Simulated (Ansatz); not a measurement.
**Ge: one candidate structure**

Aim: relax Ge from this start, grey arsenic (A7) type (R-3m, No. 166), and see where it ends.

Method: DFT r2SCAN, scalar-relativistic, plane waves, PAW, in Ansatz 0.2.0.

### Step 1. The structure to begin with

The structure is trigonal, space group R-3m (No. 166). Conventional cell: a = 3.903 Å, b = 3.903 Å, c = 10.857 Å, α = 90.00°, β = 90.00°, γ = 120.00°. Around Ge (site symmetry 3m) lie 3 Ge at 2.61 Å.

As a file:

```cif
data_structure
_symmetry_space_group_name_H-M 'P 1'
_symmetry_Int_Tables_number 1
_cell_length_a 4.2635
_cell_length_b 4.2635
_cell_length_c 4.2635
_cell_angle_alpha 54.487
_cell_angle_beta 54.487
_cell_angle_gamma 54.487
_cell_volume 47.75
loop_
_atom_site_label
_atom_site_type_symbol
_atom_site_fract_x
_atom_site_fract_y
_atom_site_fract_z
_atom_site_occupancy
Ge1 Ge 0.22754 0.22754 0.22754 1
Ge2 Ge 0.77246 0.77246 0.77246 1
```

(A quick probe on a coarse mesh, which set the mesh and smearing, is not shown.)

### Step 3. Coarse relaxation

Input file input.yaml:

```yaml
crystal:
  lattice:
    - [1.951679424, 1.1268026408, 3.619155499]
    - [-1.951679424, 1.1268026408, 3.619155499]
    - [0.0, -2.2536052816, 3.619155499]
  atoms:
    - { symbol: Ge, position: [0.22754, 0.22754, 0.22754] }
    - { symbol: Ge, position: [0.77246, 0.77246, 0.77246] }
basis:
  ecutwfc: 500
kpoints:
  mp_grid: { grid: [6, 6, 6] }
hamiltonian:
  xc: r2scan
scf:
  occupations: { method: gaussian, width: 0.1 }
  lower_state_search: "off"
output:
  forces: true
  stress: true
  eigenvalues: true
relax:
  adjacent_minimum: "off"
  f_tol: 0.04
  max_steps: 70
  cell: { stress_tol: 0.4 }
```

The session goes on with these runs: the relaxation.

Q: Predict the outcome of this session.

As calculated:

```
       quantity                                                                      value
           cell  a = 2.680 Å, b = 2.680 Å, c = 2.680 Å, α = 90.00°, β = 90.00°, γ = 90.00°
    space group                                                            Pm-3m (No. 221)
         volume                                                              19.25 Å³/atom
gap on the mesh                                                               none (metal)
```

The structure ended in another space group than at the start: R-3m to Pm-3m.
